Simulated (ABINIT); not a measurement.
The system is HfN.

```
Hf N
1.0
     0.00000    2.45482    2.45482
     2.45482    0.00000    2.45482
     2.45482    2.45482    0.00000
Hf N
1 1
Cartesian
  0.0000 0.0000 0.0000
  1.2274 1.2274 1.2274
```

The cell comes from a database or a generator and needn't be the stable form of this composition.

Base run:

- Program: ABINIT 10.8.3 (patched build)
- Functional: WC
- Potentials or basis: JTH PAW PBE v2.0
- Cutoff: 844 eV
- k mesh: 9 × 9 × 9
- Occupations: fermi-dirac, width 0.05 eV
- Spin: no spin polarisation

Its results: band gap on the k mesh none (metal or under the smearing width); pressure -4.9 GPa.

Problem. After a change of settings the same cell gave: band gap on the k mesh none (metal or under the smearing width); pressure -3.2 GPa. Which change was it?
A. functional from WC to SCAN
B. functional from WC to LDA
C. functional from WC to r2SCAN
D. functional from WC to PBEsol

Solution. A.

Caveats: the PAW data sets were made with another functional, which shifts forces and pressure a little.
